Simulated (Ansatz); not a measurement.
# NiO: strain energy, fitted

NiO, Fm-3m, a = 4.189 Å. Ansatz: r2SCAN, PAW, 500 eV, Γ-centred 10×10×8 mesh on 4 atoms, Gaussian smearing 0.02 eV; collinear spin, largest moment 1.7 μB. Series: uniaxial strain along c, with a, b and atoms relaxed; x is the strain in per cent. The axes a, b, c are those of the computed cell (2.962, 2.962, 4.189 Å), along [1 1 0], [-1 1 0], [0 0 1] of the cell named above. y is the free energy over the unstrained cell, V0 = 9.186 Å³/atom.

```
x (%) y (meV/atom)
 -6.0             ?
 -4.0         17.07
 -2.0          3.94
  0.0          0.00
  2.0          3.36
  4.0         12.46
  6.0         25.99
```

**Question.** Fit y = c2 x² + c3 x³ to the other rows, turn c2 into a modulus, and predict the missing energy.

**Answer.** Least squares on the rows shown. y = 0.92641 x² − 0.034371 x³. In eV per unit strain² c2 is 9.264; this is Young's modulus along the axis (E = ½ Y V0 ε²): 2 × 9.264 × 160.2 / (9.186) = 323 GPa. At x = -6.0 the fit asked for gives 40.77 meV/atom. The run gave 41.66 meV/atom, so the fit is 0.89 meV/atom too low, 2.1 % of the span of the series, against an rms of 0.09 meV/atom on the fitted rows. The row lies outside the fitted range. With a term in x⁴ added, a fit to the same known rows predicts 41.56 meV/atom, so most of the miss is curvature that the known rows already hold.

The state reached may not be the lowest one. Moments started parallel, and an antiferromagnetic order may lie lower.